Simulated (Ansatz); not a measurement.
Space group P4_2/mnm (No. 136). a = 4.949 Å, b = 4.949 Å, c = 3.340 Å, α = 90.00°, β = 90.00°, γ = 90.00°
```csv
atom,site,symmetry,x,y,z
Mn,2a,m.mm,0.0000,0.0000,0.0000
F,4f,m.2m,0.3053,0.3053,0.0000
```

Equation of state of this MnF₂ structure (not necessarily the ground state), with shape and atoms relaxed at each volume where symmetry leaves them free. These are results of DFT PBE, scalar-relativistic, plane waves, PAW in Ansatz 0.2.0, not measurements.

Plane waves to 420 eV, a k mesh through Γ of 6×6×8 on the computed 6-atom cell and Gaussian smearing (0.02 eV); collinear spin.

```csv
V (Å³/atom),E − E(largest V) (meV/atom),P (GPa),gap on mesh (eV)
12.818,3.43,5.97,1.03
13.227,-7.52,2.73,1.10
13.636,-10.91,0.01,1.19
14.045,-8.00,-2.22,1.28
14.454,0.00,-3.99,1.40
```

**Question.** Fit a third-order Birch–Murnaghan equation to E(V).

**Answer.** V0 = 13.64 Å³/atom, B0 = 81 GPa, B0' = 5.6.

The state reached may not be the lowest one. The program reads another magnetic order as possibly lower. Moments started parallel, and an antiferromagnetic order may lie lower.

Cost: 5 runs of about 14 core-minutes in all, on AMD EPYC 7R43 (Zen 3) (shared hosts).